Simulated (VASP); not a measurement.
Wanted: the native input for a VASP 6.6.1 run.

- Task: work function
- Functional: PBEsol
- Potentials or basis: VASP PAW PBE potentials, release 64 (Cd, O)
- Cutoff: 520 eV
- k mesh: 10 × 10 × 1
- Occupations: methfessel-paxton, width 0.1 eV
- Spin: no spin polarisation
- Vacuum (Å): 22
- Dipole correction: yes
- Further INCAR settings: ALGO = Normal; EDIFF = 1e-06

The structure of CdO lies in POSCAR:

```
CdO
1.0
    3.3226947650      0.0000000000      0.0000000000
    0.0000000000      3.3226947650      0.0000000000
    0.0000000000      0.0000000000     33.7475000026
Cd O
6 6
Direct
    0.5000000000      0.5000000000      0.3259500704
    1.0000000000      0.0000000000      0.3955700422
    0.5000000000      0.5000000000      0.4651900141
    1.0000000000      0.0000000000      0.5348099859
    0.5000000000      0.5000000000      0.6044299578
    1.0000000000      0.0000000000      0.6740499296
    1.0000000000      1.0000000000      0.3259500704
    0.5000000000      0.5000000000      0.3955700422
    1.0000000000      1.0000000000      0.4651900141
    0.5000000000      0.5000000000      0.5348099859
    1.0000000000      0.0000000000      0.6044299578
    0.5000000000      0.5000000000      0.6740499296
```

One way to write it, as run:

INCAR

```
SYSTEM = CdO
PREC = Accurate ; ENCUT = 520
EDIFF = 1E-6 ; ISMEAR = 1
SIGMA = 0.1 ; LREAL = .False.
LASPH = .True. ; NELM = 60
ALGO = Normal ; ISIF = 2
LWAVE = .False. ; LCHARG = .True.
LDIPOL = .True. ; IDIPOL = 3
DIPOL = 0.5 0.5 0.500 ; GGA = PS
LVHAR = .True. ; LVACPOTAV = .True.
KPAR = 8
```

KPOINTS

```
Automatic mesh
0
Gamma
  10 10 1
  0 0 0
```

Potentials or basis: VASP PAW PBE potentials, release 64 (Cd, O).

Run with:

```bash
$ cat potpaw_PBE.64/Cd/POTCAR potpaw_PBE.64/O/POTCAR > POTCAR
$ mpirun -np 8 vasp_std > vasp.out
```

It gave:

The largest force is 0.095 eV/Å, the band gap on the k mesh is none (metal or under the smearing width) and the work function of the upper face is 4.86 eV. The work function of the lower face is 4.86 eV.

Caveat: the PAW data sets were made with another functional, which shifts forces and pressure a little.

Run time: 5.7 min on 8 MPI ranks on Intel(R) Xeon(R) Platinum 8375C CPU @ 2.90GHz (Ice Lake), with other jobs on the host, peak memory 0.69 GiB a rank.
